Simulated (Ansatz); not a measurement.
Consider InN in the wurtzite structure (space group P6_3mc, No. 186).

```xyz
4
Lattice="3.5369 0.0000 0.0000 -1.7685 3.0631 0.0000 0.0000 0.0000 5.7136" Properties=species:S:1:pos:R:3 pbc="T T T"
In     1.7685     1.0210     0.0116
In     0.0000     2.0420     2.8684
N      1.7685     1.0210     3.5605
N      0.0000     2.0420     0.7037
```

All numbers come from PBEsol (Ansatz, a first-principles code), no SOC.

For the base:

```
Item      Result
--------  ------
Band gap    zero
```

Modification: an isotropic linear strain of −5.62 %; the atoms relax in the strained cell.

**Question.** How does this affect the band gap?

**Answer.** The band gap changes from zero to 0.21 eV.

**Question.** What does the calculation give for the valence-band top at Γ after the change?

**Answer.** The valence-band top at Γ (three highest levels, from the VBM) is 0.00, 0.00, -0.11 eV.

No phonon test of stability was made. The final runs are not spin-polarised. A zero or small gap of InN can be the functional's error rather than a property of the material.
